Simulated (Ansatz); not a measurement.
**Rh: relaxation of cell and atoms**

All numbers below come from DFT, PBE, PAW with Ansatz's default frozen-core files, scalar-relativistic in Ansatz 0.2.0.

Command: `ansatz run input.yaml --threads 1 --pin off --max-ram 2048MiB --backend cpu --events-out ev --progress --plain --runs-dir out` The run took 12 s on 1 thread of AMD EPYC 7R43 64-Core Processor (Zen 3) (shared host), peak memory 0.36 GiB.

```yaml
crystal:
  lattice:
    - [-1.4471667292, 1.4471667292, 1.4471667292]
    - [1.4471667292, -1.4471667292, 1.4471667292]
    - [1.4471667292, 1.4471667292, -1.4471667292]
  atoms:
    - { symbol: Rh, position: [0.0, 0.0, 0.0] }
kpoints:
  mp_grid: { grid: [16, 16, 16] }
scf:
  occupations: { method: fermi_dirac, width: 0.05 }
hamiltonian:
  xc: pbe
  pseudopotentials: { kind: paw }
output:
  forces: true
  stress: true
relax:
  f_tol: 0.005
  max_steps: 80
  cell: {}
```

Spin polarisation is left out, and whether a magnetic state lies lower isn't shown here.

The cell is built from the bcc type as a first guess.

The cutoff is 420 eV; energies and pressures of the walk include the program's estimate of the Pulay term.

Each frame lists the cell vectors (Å), then Cartesian positions (Å); symmetry keeps all forces zero. Free energies count from the first step, -6402.1445 eV.

The walk took 7 evaluations in all; steps that aren't listed are left out.

Step 1: E = 0.0 meV, P = 64.80 GPa

```
cell -1.4472 1.4472 1.4472 1.4472 -1.4472 1.4472 1.4472 1.4472 -1.4472
Rh    0.0000    0.0000    0.0000
```

Step 2: E = -383.6 meV, P = 8.73 GPa

```
cell -1.5177 1.5177 1.5177 1.5177 -1.5177 1.5177 1.5177 1.5177 -1.5177
Rh    0.0000    0.0000    0.0000
```

Step 3: E = -394.9 meV, P = 2.31 GPa

```
cell -1.5300 1.5300 1.5300 1.5300 -1.5300 1.5300 1.5300 1.5300 -1.5300
Rh    0.0000    0.0000    0.0000
```

How does the relaxation end?

It converges, with a = 3.070 Å, b = 3.070 Å, c = 3.070 Å, α = 90.00°, β = 90.00°, γ = 90.00° (conventional cell, space group Im-3m). The last solve (on a basis chosen afresh for the final cell, so its energy is not quite comparable) gives E = -398.3 meV, P = 0.01 GPa:
```
cell -1.5352 1.5352 1.5352 1.5352 -1.5352 1.5352 1.5352 1.5352 -1.5352
Rh    0.0000    0.0000    0.0000
```
